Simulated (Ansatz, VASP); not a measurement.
## One calculation of Pb8F15 (a cell with a defect), two programs

```
CELL_PARAMETERS angstrom
0.00000 5.91590 5.91590
5.91590 0.00000 5.91590
5.91590 5.91590 0.00000
ATOMIC_POSITIONS crystal
Pb 0.00000 0.00000 0.00000
Pb 0.00000 0.00000 0.49999
Pb 0.00000 0.49999 0.00000
Pb 0.00277 0.49908 0.49908
Pb 0.49999 0.00000 0.00000
Pb 0.49908 0.00277 0.49908
Pb 0.49908 0.49908 0.00277
Pb 0.49908 0.49908 0.49908
F 0.37530 0.37530 0.87470
F 0.37530 0.87470 0.37530
F 0.37530 0.87470 0.87470
F 0.87470 0.37530 0.37530
F 0.87470 0.37530 0.87470
F 0.87470 0.87470 0.37530
F 0.87500 0.87500 0.87500
F 0.12500 0.12500 0.12500
F 0.12404 0.12404 0.62596
F 0.12404 0.62596 0.12404
F 0.12404 0.62596 0.62596
F 0.62596 0.12404 0.12404
F 0.62596 0.12404 0.62596
F 0.62596 0.62596 0.12404
F 0.62500 0.62500 0.62500
```

Change from the starting cell: F vacancy, charge +0, ions relaxed.

Alike in both runs: functional PBE; k mesh 3 × 3 × 3; occupations fermi-dirac, width 0.01 eV; collinear spin.

Ansatz relaxed the structure, and its values are those at the end. VASP's run is a single point on that final structure, the one shown.

```csv
,VASP,Ansatz
version,VASP 6.6.1,Ansatz 0.2.0
potentials or method,"VASP PAW PBE potentials, release 64 (Pb_d, F)","plane-wave PAW, scalar-relativistic"
plane-wave cutoff (eV),520,420
valence electrons in the cell,217,217
```

Ansatz gave:

| Property | Result |
| --- | --- |
| pressure (GPa) | 2.6 |
| rms of the force components (eV/Å) | 0.003 |
| net moment per atom (μB) | 0.00 |

**Question.** What did VASP give for the same quantities?

**Answer.** Pressure (GPa): 2.4; rms of the force components (eV/Å): 0.007; net moment per atom (μB): 0.01.

Ansatz warned: «gradients_without_spin_orbit».

Spin-orbit coupling is left out, which matters for the levels of Pb.
